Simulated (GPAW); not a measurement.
Here is a GPAW 26.7.0 calculation.

File run.py:

```python
from ase.dft.bandgap import bandgap
from ase.io import read, write
from ase.units import GPa
from gpaw import GPAW, PW, setup_paths

setup_paths.insert(0, '.')

atoms = read('Zn.xyz')

calc = GPAW(mode=PW(600),
            xc='BLYP',
            kpts={'size': (7, 7, 7), 'gamma': True},
            occupations={'name': 'fermi-dirac', 'width': 0.05},
            nbands=30,
            convergence={'density': 1e-05, 'energy': 1e-05},
            eigensolver='davidson',
            maxiter=150,
            txt='gpaw.txt')
atoms.calc = calc
energy = atoms.get_potential_energy()
forces = atoms.get_forces()
stress = atoms.get_stress()
calc.write('gs.gpw')
write('result.traj', atoms)
print(f'Energy: {energy:.6f} eV')
print('Forces (eV/A):')
print(forces.round(4))
print('Stress (GPa):', (stress / GPa).round(3))
print('Fermi level:', round(calc.get_fermi_level(), 4), 'eV')
print(f'Gap: {bandgap(calc)[0]:.4f} eV, direct: {bandgap(calc, direct=True)[0]:.4f} eV')

path = atoms.cell.bandpath('GXMGRX,MR', npoints=80, eps=1e-4)
bs_calc = calc.fixed_density(kpts=path, symmetry='off', nbands=45,
                             convergence={'bands': 'CBM+6.0', 'eigenstates': 1e-6}, txt='bands.txt')
bs = bs_calc.band_structure()
bs.write('bs.json')
print(f'Gap on the path: {bandgap(bs_calc)[0]:.4f} eV')
```

Zn.xyz

```xyz
3
Lattice="3.7711300000 0.0000000000 0.0000000000 0.0000000000 3.7711300000 0.0000000000 0.0000000000 0.0000000000 3.7711300000" Properties=species:S:1:pos:R:3 pbc="T T T"
Zn     0.0000000000      1.8855650000      1.8855650000
Zn     1.8855650000      0.0000000000      1.8855650000
Zn     1.8855650000      1.8855650000      0.0000000000
```

Potentials or basis: PAW data sets generated in the run's folder for this functional, pw.

Run with:

```bash
$ gpaw-setup -f BLYP Zn
$ OMP_NUM_THREADS=1 python run.py
```

What does it give for the band gap along the path?

None (metal or under the smearing width).

Predict the pressure.

3.8 GPa.

Levels at the corners of the path, in eV from the Fermi level:
| point | band 14 | band 15 | band 16 | band 17 | band 18 | band 19 | band 20 | band 21 | band 22 | band 23 |
| --- | --- | --- | --- | --- | --- | --- | --- | --- | --- | --- |
| Γ | -6.65 | -6.65 | -6.65 | 0.85 | 0.85 | 0.85 | 3.00 | 3.00 | 6.27 | 10.39 |
| X | -6.92 | -6.65 | -6.43 | -5.59 | 3.13 | 3.13 | 4.59 | 5.59 | 5.59 | 5.67 |
| M | -7.08 | -7.00 | -4.75 | -3.20 | -3.20 | -1.36 | 6.20 | 6.59 | 6.59 | 7.09 |
| Γ | -6.65 | -6.65 | -6.65 | 0.85 | 0.85 | 0.85 | 3.00 | 3.00 | 6.27 | 10.39 |
| R | -6.73 | -6.73 | -2.74 | -0.71 | -0.71 | -0.71 | -0.49 | -0.49 | -0.49 | 5.10 |
| X | -6.92 | -6.65 | -6.43 | -5.59 | 3.13 | 3.13 | 4.59 | 5.59 | 5.59 | 5.67 |
| M | -7.08 | -7.00 | -4.75 | -3.20 | -3.20 | -1.36 | 6.20 | 6.59 | 6.59 | 7.09 |
| R | -6.73 | -6.73 | -2.74 | -0.71 | -0.71 | -0.71 | -0.49 | -0.49 | -0.49 | 5.10 |
